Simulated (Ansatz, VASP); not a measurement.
SnO2 (Cassiterite) in VASP and in Ansatz

```
Sn O
1.0
     4.67397    0.00000    0.00000
     0.00000    4.67397    0.00000
     0.00000    0.00000    3.14343
Sn O
2 4
Direct
  0.50000 0.50000 0.50000
  0.00000 0.00000 0.00000
  0.80710 0.19290 0.50000
  0.69290 0.69290 0.00000
  0.19290 0.80710 0.50000
  0.30710 0.30710 0.00000
```

Change from the starting cell: volume scaled by 0.96.

Alike in both runs: task band structure; functional PBE; dispersion D3(BJ); k mesh 6 × 6 × 8; occupations gaussian, width 0.05 eV; no spin polarisation.

|  | VASP | Ansatz |
| --- | --- | --- |
| version | VASP 6.6.1 | Ansatz 0.2.0 |
| potentials or method | VASP PAW PBE potentials, release 64 (Sn_d, O) | Ansatz PAW |
| plane-wave cutoff (eV) | 520 | 420 |
| valence electrons in the cell | 52 | 52 |

```tsv
	VASP	Ansatz	Ansatz less VASP
gap on the k mesh at the Fermi level (eV)	1.76	1.77	+0.009
least direct gap on the mesh (eV)	1.76	1.77	+0.009
pressure (GPa)	18.9	18.2	-0.77
rms of the force components (eV/Å)	0.227	0.217	-0.0101
dispersion energy (meV/atom)	-232.9	-233.0	-0.06
```

Caveats: spin-orbit coupling is left out, which moves the levels of the heavy elements; so large a pressure means that the cell lies far from this level's equilibrium, or that cutoff or potentials fall short (Ansatz); the pressure holds a Pulay correction of +0.9 GPa for the finite cutoff (Ansatz).
